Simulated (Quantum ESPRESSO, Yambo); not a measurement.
# GaN (F-43m): G0W0 in Yambo against the bands, part 2 of 2

How does the gap of GaN (F-43m) converge in the bands?

Yambo 5.3.0; PBE and many-body steps on it, plane waves. Known limits of the many-body steps: not at the basis limit; no spin-orbit coupling; coarse k mesh.

So far. Step 4 (81 bands): Against the run before, the gap moves by +0.021 eV.

### Step 5. 138 bands

Level of this step: G0W0 on PBE, plane waves, norm-conserving pseudopotentials (Yambo).

Contents of gw4.in:

```
HF_and_locXC
gw0
dyson
ppa
em1d
rim_cut
RandQpts= 1000000
RandGvec= 1 RL
EXXRLvcs= 104 Ry
VXCRLvcs= 416 Ry
Chimod= "HARTREE"
% BndsRnXp
 1 | 138 |
%
NGsBlkXp= 15.5 Ry
% LongDrXp
 1 | 1 | 1 |
%
% GbndRnge
 1 | 138 |
%
DysSolver= "n"
ExtendOut
PPAPntXp= 27.21138 eV
% QPkrange
 1 | 1 | 12 | 15 |
%
```

Run with:

```bash
OMP_NUM_THREADS=1 mpirun -n 4 yambo -F gw4.in -J gw4 -C gw4 > gw4.log
```

Output:

```text
 Yambo, version 5.3.0

 [02] CORE Variables Setup
 =========================

  [... cell, symmetries and grids as in the set-up ...]

  [02.05] Energies & Occupations
  ==============================

  [X] === General ===
  [X] Electronic Temperature                        :  0.000000  0.000000 [eV K]
  [X] Bosonic    Temperature                        :  0.000000  0.000000 [eV K]
  [X] Finite Temperature mode                       : no
  [X] El. density                                   :  0.11360E+25 [cm-3]
[...]
Sx RL components                                 :  2741

   QP @ state[ 1 ] K range                          :  1  1
   QP @ state[ 1 ] b range                          :  12  15
   GF energies kind                                 : Perdew, Burke & Ernzerhof(X)+Perdew, Burke & Ernzerhof(C)
   GF WF`s kind                                     : Perdew, Burke & Ernzerhof(X)+Perdew, Burke & Ernzerhof(C)
   Xs energies kind                                 : Perdew, Burke & Ernzerhof(X)+Perdew, Burke & Ernzerhof(C)
   Xs WF`s kind                                     : Perdew, Burke & Ernzerhof(X)+Perdew, Burke & Ernzerhof(C)

 [11] Game Over & Game summary
```

Wall time 64 s (4 MPI ranks of Arm Neoverse V1, shared host); peak memory 1.4 GiB.

This step gave:

* G0W0 gap on the points computed: 2.570 eV
* starting gap on the mesh: 1.753 eV
* k of the valence top: 0, 0, 0
* k of the conduction bottom: 0, 0, 0
* least direct G0W0 gap on the computed points: 2.570 eV

Against the run before, the gap moves by +0.029 eV.

### Step 6. 206 bands

Contents of gw5.in:

```
HF_and_locXC
gw0
dyson
ppa
em1d
rim_cut
RandQpts= 1000000
RandGvec= 1 RL
EXXRLvcs= 104 Ry
VXCRLvcs= 416 Ry
Chimod= "HARTREE"
% BndsRnXp
 1 | 206 |
%
NGsBlkXp= 15.5 Ry
% LongDrXp
 1 | 1 | 1 |
%
% GbndRnge
 1 | 206 |
%
DysSolver= "n"
ExtendOut
PPAPntXp= 27.21138 eV
% QPkrange
 1 | 1 | 12 | 15 |
%
```

Run with:

```bash
OMP_NUM_THREADS=1 mpirun -n 4 yambo -F gw5.in -J gw5 -C gw5 > gw5.log
```

Output:

```text
 Yambo, version 5.3.0

 [02] CORE Variables Setup
 =========================

  [... cell, symmetries and grids as in the set-up ...]

  [02.05] Energies & Occupations
  ==============================

  [X] === General ===
  [X] Electronic Temperature                        :  0.000000  0.000000 [eV K]
  [X] Bosonic    Temperature                        :  0.000000  0.000000 [eV K]
  [X] Finite Temperature mode                       : no
  [X] El. density                                   :  0.11360E+25 [cm-3]
[...]
Sx RL components                                 :  2741

   QP @ state[ 1 ] K range                          :  1  1
   QP @ state[ 1 ] b range                          :  12  15
   GF energies kind                                 : Perdew, Burke & Ernzerhof(X)+Perdew, Burke & Ernzerhof(C)
   GF WF`s kind                                     : Perdew, Burke & Ernzerhof(X)+Perdew, Burke & Ernzerhof(C)
   Xs energies kind                                 : Perdew, Burke & Ernzerhof(X)+Perdew, Burke & Ernzerhof(C)
   Xs WF`s kind                                     : Perdew, Burke & Ernzerhof(X)+Perdew, Burke & Ernzerhof(C)

 [11] Game Over & Game summary
```

The job ended after 97 s (4 MPI ranks; peak memory 1.6 GiB).

Numbers from this step:

* G0W0 gap on the points computed: 2.584 eV
* starting gap on the mesh: 1.753 eV
* k of the valence top: 0, 0, 0
* k of the conduction bottom: 0, 0, 0
* least direct G0W0 gap on the computed points: 2.584 eV

Against the run before, the gap moves by +0.014 eV.

### Step 7. 283 bands

Contents of gw6.in:

```
HF_and_locXC
gw0
dyson
ppa
em1d
rim_cut
RandQpts= 1000000
RandGvec= 1 RL
EXXRLvcs= 104 Ry
VXCRLvcs= 416 Ry
Chimod= "HARTREE"
% BndsRnXp
 1 | 283 |
%
NGsBlkXp= 15.5 Ry
% LongDrXp
 1 | 1 | 1 |
%
% GbndRnge
 1 | 283 |
%
DysSolver= "n"
ExtendOut
PPAPntXp= 27.21138 eV
% QPkrange
 1 | 1 | 12 | 15 |
%
```

Run with:

```bash
OMP_NUM_THREADS=1 mpirun -n 4 yambo -F gw6.in -J gw6 -C gw6 > gw6.log
```

Output:

```text
 Yambo, version 5.3.0

 [02] CORE Variables Setup
 =========================

  [... cell, symmetries and grids as in the set-up ...]

  [02.05] Energies & Occupations
  ==============================

  [X] === General ===
  [X] Electronic Temperature                        :  0.000000  0.000000 [eV K]
  [X] Bosonic    Temperature                        :  0.000000  0.000000 [eV K]
  [X] Finite Temperature mode                       : no
  [X] El. density                                   :  0.11360E+25 [cm-3]
[...]
Sx RL components                                 :  2741

   QP @ state[ 1 ] K range                          :  1  1
   QP @ state[ 1 ] b range                          :  12  15
   GF energies kind                                 : Perdew, Burke & Ernzerhof(X)+Perdew, Burke & Ernzerhof(C)
   GF WF`s kind                                     : Perdew, Burke & Ernzerhof(X)+Perdew, Burke & Ernzerhof(C)
   Xs energies kind                                 : Perdew, Burke & Ernzerhof(X)+Perdew, Burke & Ernzerhof(C)
   Xs WF`s kind                                     : Perdew, Burke & Ernzerhof(X)+Perdew, Burke & Ernzerhof(C)

 [11] Game Over & Game summary
```

Wall time 2.2 min (4 MPI ranks); peak memory 1.7 GiB; 8.9 min of CPU time.

This step gave:

* G0W0 gap on the points computed: 2.600 eV
* starting gap on the mesh: 1.753 eV
* k of the valence top: 0, 0, 0
* k of the conduction bottom: 0, 0, 0
* least direct G0W0 gap on the computed points: 2.600 eV

Against the run before, the gap moves by +0.016 eV.

### Step 8. The runs together

Times are wall times on 4 MPI ranks of Arm Neoverse V1, shared host, good to a factor of about two.

```
      run   mesh  bands  screening cutoff (eV)  DFT gap (eV)  gap on the mesh (eV)  direct (eV)     time
 28 bands  4×4×4     28                  210.9         1.753                 2.556        2.556     13 s
 46 bands  4×4×4     46                  210.9         1.753                 2.520        2.520     22 s
 81 bands  4×4×4     81                  210.9         1.753                 2.541        2.541     37 s
138 bands  4×4×4    138                  210.9         1.753                 2.570        2.570     64 s
206 bands  4×4×4    206                  210.9         1.753                 2.584        2.584     97 s
283 bands  4×4×4    283                  210.9         1.753                 2.600        2.600  2.2 min
```

### Step 9. What came out

| Quantity | Value |
| --- | --- |
| 28 bands | 2.556 eV |
| 46 bands | 2.520 eV |
| 81 bands | 2.541 eV |
| 138 bands | 2.570 eV |
| 206 bands | 2.584 eV |
| 283 bands | 2.600 eV |
| known limits | not at the basis limit; no spin-orbit coupling; coarse k mesh |

What this shows: The setting moved: bands. From 28 bands to 283 bands the gap moves by +0.04 eV, for 10 times the time, not steadily: it passes through 2.52 eV. The last step still moves it by +0.016 eV. Bands and screening cutoff are coupled, so a series along one setting does not show full convergence. Bands and cutoff are finite, so the gap is not at the basis limit. The miss can reach some tenths of an eV and take either sign; the mesh is an error of its own. In the G0W0 runs levels were corrected at 1 k point alone, so a gap called «on the mesh» is the least over those, and an edge elsewhere would be missed. The 4×4×4 mesh is coarse for this cell, which bears on the long-range parts of exchange and screening. The many-body steps are scalar-relativistic: spin-orbit coupling is not in them.

[Paths, hosts, dates, memory and timing lines, banners, echoed tables and standing remarks are left out of the program output.]

[Logs are printed without paths, hosts, clocks, repeated set-up lines and the standing remarks that a program may print on its own settings, such as how far it seeks lower states.]

[Runs of the session that timed out or met a known fault of the program may be left out.]

[Hosts, paths, dates, database ids (printed as entryN), source tags and the programs' standing remarks are cut or masked in the printed files.]
